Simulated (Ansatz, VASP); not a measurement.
# CuO (Tenorite) in VASP and in Ansatz

```
Cu O
1.0
     2.39154   -1.74767    0.00000
     2.39154    1.74767    0.00000
    -0.87777    0.00000    5.05944
Cu O
2 2
Direct
  0.49680 0.00320 0.50000
  0.00320 0.49680 0.00000
  0.40560 0.57140 0.75370
  0.57140 0.40560 0.25370
```

Alike in both runs: functional PBEsol; k mesh 8 × 8 × 5; occupations fermi-dirac, width 0.05 eV; no spin polarisation.

|  | VASP | Ansatz |
| --- | --- | --- |
| version | VASP 6.6.1 | Ansatz 0.2.0 |
| potentials or method | VASP PAW PBE potentials, release 64 (Cu, O) | Ansatz PAW |
| plane-wave cutoff (eV) | 520 | 420 |
| valence electrons in the cell | 34 | 50 |
| task | single point | band structure |

```csv
,VASP,Ansatz,Ansatz less VASP
gap on the k mesh at the Fermi level (eV),none,none,-
pressure (GPa),-7.8,-8.4,-0.58
largest component of the traceless stress (GPa),2.70,3.02,+0.326
rms of the force components (eV/Å),0.398,0.394,-0.0041
```

Atom by atom the forces differ by 0.020 eV/Å (rms over components). A gap of «none» marks a metal or a gap that the smearing closes. With one functional, cell and mesh, what is left measures potentials, basis and numerics. The two sets of potentials don't hold the same shells in valence.

Caveats: the run has no spin polarisation, though such a crystal can be magnetic; semilocal functionals often make such compounds metallic where correlation or magnetic order opens a gap, which also shifts bond lengths; the PAW data sets were made with another functional, which shifts forces and pressure a little (VASP); the pressure holds a Pulay correction of +0.7 GPa for the finite cutoff (Ansatz); the PAW data sets come from PBE, with cores solved anew for the run's functional, which leaves a small shift of forces and pressure (Ansatz).
